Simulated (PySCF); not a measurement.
Peak assignment

Molfile (atoms numbered from 1):
```
C3H9N
     RDKit          3D

 13 12  0  0  0  0  0  0  0  0999 V2000
   -1.6745   -0.2298   -0.7036 C   0  0  0  0  0  0  0  0  0  0  0  0
   -0.3476   -0.5641   -0.0462 C   0  0  0  0  0  0  0  0  0  0  0  0
    0.7254    0.4674   -0.3371 C   0  0  0  0  0  0  0  0  0  0  0  0
    1.9871    0.0901    0.2793 N   0  0  0  0  0  0  0  0  0  0  0  0
   -2.0578    0.7345   -0.3583 H   0  0  0  0  0  0  0  0  0  0  0  0
   -2.4314   -0.9849   -0.4821 H   0  0  0  0  0  0  0  0  0  0  0  0
   -1.5721   -0.1729   -1.7909 H   0  0  0  0  0  0  0  0  0  0  0  0
   -0.4833   -0.6401    1.0397 H   0  0  0  0  0  0  0  0  0  0  0  0
    0.0121   -1.5421   -0.3798 H   0  0  0  0  0  0  0  0  0  0  0  0
    0.8818    0.5231   -1.4200 H   0  0  0  0  0  0  0  0  0  0  0  0
    0.3574    1.4594   -0.0251 H   0  0  0  0  0  0  0  0  0  0  0  0
    1.8944    0.0774    1.2880 H   0  0  0  0  0  0  0  0  0  0  0  0
    2.7117    0.7609    0.0581 H   0  0  0  0  0  0  0  0  0  0  0  0
  1  2  1  0
  2  3  1  0
  3  4  1  0
  1  5  1  0
  1  6  1  0
  1  7  1  0
  2  8  1  0
  2  9  1  0
  3 10  1  0
  3 11  1  0
  4 12  1  0
  4 13  1  0
M  END
```

A single conformation, non-relativistic Hamiltonian, one averaged value for each set of equivalent atoms, in vacuum. σ from GIAO-B97-2/pcSseg-2; PBE0-D3(BJ)/def2-TZVP structure; PySCF 2.14.

Shifts are taken against calculated references (same method and geometry level): ¹³C (185.38 ppm), ¹H (31.64 ppm) against TMS.

(1) Assign these signals to the numbered atoms. ¹³C{¹H} NMR (computed): δ 51.1, 31.2, 14.7.

(2) Assign these signals to the numbered atoms. ¹H NMR (300 MHz, computed): δ 2.71 (t, 2H), 1.46 (m, 2H), 0.93 (t, 3H), 0.51 (br s, 2H).

Results:

(1) 
```tsv
δ (ppm)	atoms	environment	reason
51.1	C3	sp3 CH2 bonded to N	deshielded by the electronegative neighbour
31.2	C2	sp3 CH2	a saturated carbon with 2 carbon neighbours and no heteroatom attached
14.7	C1	methyl carbon	aliphatic region, no heteroatom directly attached
```

(2) 
```tsv
δ (ppm)	atoms	environment	reason
2.71	H10/H11	hydrogen on an sp3 CH2 bonded to N	its carbon carries N, an electronegative neighbour
1.46	H8/H9	hydrogen on an sp3 CH2	–
0.93	H5/H6/H7	hydrogen on a methyl carbon	far from electronegative atoms and π systems
0.51	H12/H13	hydrogen on an amine nitrogen	exchangeable, gas-phase position
```

Exchangeable OH/NH protons stand at their gas-phase positions; hydrogen bonding in a real sample shifts them, mostly to higher δ. Shifts are as computed. Against solution values, carbons near 30 ppm lie about +3 ppm off and those near 130 ppm about +7 ppm. Of 1309 compounds with measured shifts, 239 miss one by over three times the rms of a fit or turn the order of signals round; such compounds aren't used in these exercises. No couplings were computed; multiplicities are counted from neighbouring protons, with m where these are inequivalent, close in shift, in a saturated or five-membered ring or joined by F or P, and br s for small geminal =CH2 splittings.
